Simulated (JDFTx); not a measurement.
ZrB2:

```
Zr B
1.0
     3.17000    0.00000    0.00000
    -1.58500    2.74530    0.00000
     0.00000    0.00000    3.53300
Zr B
1 2
Direct
  0.00000 0.00000 0.00000
  0.66667 0.33333 0.50000
  0.33333 0.66667 0.50000
```

| Quantity | Value |
| --- | --- |
| Program | JDFTx 1.7.0 (patched build) |
| Task | relaxation of cell and atoms |
| Functional | LDA |
| Potentials or basis | PseudoDojo-SR-LDA-0.4.1-standard |
| Cutoff | 1034 eV |
| Density cutoff | 8272 eV |
| k mesh | 10 × 10 × 8 |
| Occupations | fermi-dirac, width 0.05 eV |
| Spin | no spin polarisation |

At the start: pressure -8.6 GPa; volume 10.25 Å³/atom.

Q: Where does the relaxation end?

A: Over 5 steps the energy falls by 9.9 meV/atom and the volume is 9.89 Å³/atom (-3.5 %); space group P6/mmm (No. 191, to 0.05 Å).

Step by step:
| step | energy change (eV) | largest force (eV/Å) | pressure (GPa) | volume (Å³) |
| --- | --- | --- | --- | --- |
| 1 | 0.0000 | 0.0000 | -8.64 | 30.75 |
| 2 | -0.0081 | 0.0000 | -7.44 | 30.59 |
| 3 | -0.0297 | 0.0000 | 0.07 | 29.67 |
| 4 | -0.0297 | 0.0000 | 0.00 | 29.68 |
| 5 | -0.0297 | 0.0000 | 0.00 | 29.68 |

Final structure:
```cif
data_structure
_symmetry_space_group_name_H-M 'P 1'
_symmetry_Int_Tables_number 1
_cell_length_a 3.1319
_cell_length_b 3.1319
_cell_length_c 3.4936
_cell_angle_alpha 90.000
_cell_angle_beta 90.000
_cell_angle_gamma 120.000
_cell_volume 29.68
loop_
_atom_site_label
_atom_site_type_symbol
_atom_site_fract_x
_atom_site_fract_y
_atom_site_fract_z
_atom_site_occupancy
Zr1 Zr 0.00000 0.00000 0.00000 1
B1 B 0.66667 0.33333 0.50000 1
B2 B 0.33333 0.66667 0.50000 1
```
